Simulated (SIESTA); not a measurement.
# KCl under changes of volume

One of the cells (28.294 Å³/atom); the others are scaled copies at fixed shape and fractional positions:

```
K Cl
1.0
     3.83920    0.00000    0.00000
     0.00000    3.83920    0.00000
     0.00000    0.00000    3.83920
K Cl
1 1
Direct
  0.00000 0.00000 0.00000
  0.50000 0.50000 0.50000
```

Measurements of this composition are mostly on another form, of space group No. 225.

* Program: SIESTA 5.4.2
* Functional: LDA
* Potentials or basis: PseudoDojo 0.4 standard (LDA files)
* Basis: DZP (energy shift 0.003 Ry; two zetas on semicore shells; d shell added on K)
* Grid cutoff: 800 Ry
* Energy shift: 0.003 Ry
* k mesh: 7 × 7 × 7
* Occupations: fermi-dirac, width 0.05 eV
* Spin: no spin polarisation

```csv
volume (Å³/atom),energy over the lowest point (meV/atom),pressure (GPa),gap on the mesh (eV)
26.596,0.00,-2.7,4.73
27.162,10.11,-3.0,4.63
27.728,21.36,-3.3,4.53
28.294,33.60,-3.6,4.45
28.860,46.69,-3.8,4.36
29.426,60.49,-4.0,4.28
29.991,?,?,?
```

Question: What does the run at 29.991 Å³/atom give?

Answer: Energy over the lowest point 74.87 meV/atom; pressure -4.2 GPa; gap on the mesh 4.20 eV.

Worked out: A Birch-Murnaghan fit of order 3 (a polynomial in V^(-2/3)) to the other rows has no minimum within the range. It gives 74.88 meV/atom at 29.991 Å³/atom, against the run's 74.87, and -dE/dV = -4.2 GPa, against -4.2. A straight line through the other rows of the gap, of slope -4.44 eV per unit of ln V, extrapolates to 4.19 eV, against the run's 4.20.

Energies are extrapolated to zero smearing.

Caveats: an odd mesh through Γ misses points on the zone boundary, where band edges often lie; the basis of atomic orbitals isn't converged, which shifts pressures, moduli and gaps.
